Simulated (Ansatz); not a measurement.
AlCo: moving Al off its site

AlCo, Pm-3m, a = 2.823 Å. The structure is a Materials Project entry; whether it is the stable form wasn't checked. Ansatz: PBEsol, PAW, 420 eV, Γ-centred 22×22×22 mesh on 2 atoms, Gaussian smearing 0.15 eV; no spin polarisation.

```
CELL_PARAMETERS angstrom
2.82259 0.00000 0.00000
0.00000 2.82259 0.00000
0.00000 0.00000 2.82259
ATOMIC_POSITIONS crystal
Al 0.00000 0.00000 0.00000
Co 0.50000 0.50000 0.50000
```

Atom 1 (Al) moves by x along the unit vector (0.707, -0.707, 0.000), with its periodic images; all else is held. y is the free energy of the cell over the start, F the force along the path summed over the moved atoms. Symmetry makes y even in x.

```
  x (Å) y (meV) F (eV/Å)
-0.1000    39.62      0.80
-0.0500     9.85      0.39
 0.0000     0.00      0.00
 0.0250     2.46     -0.20
 0.0375        ?         ?
 0.0625    15.40     -0.49
 0.0750    22.21     -0.59
 0.0875    30.28     -0.70
```

Question: Fit y = c2 x² + c4 x⁴ to the energies of the other rows, give the force constant, and predict energy and force of the missing row.

Answer: Least squares on the rows shown. y = 3931.1 x² + 3088.2 x⁴. The force constant is 2 c2 = 7.86 eV/Å² (for all images moving together, not for a lone atom). With two atoms in a cubic cell this is the optical mode at Γ (in a metal it hangs on mesh and smearing): ω = 521.5 √(2 c2/μ) = 340 cm⁻¹ for μ = 18.51 u. The force −dy/dx at the missing row is -0.30 eV/Å (computed -0.30). At x = 0.0375 the fit asked for gives 5.53 meV. The run gave 5.53 meV, the same to the digits shown.

Cost: 8 runs of about 2.3 core-minutes in all, on Intel Xeon 6975P-C (Granite Rapids) (shared hosts).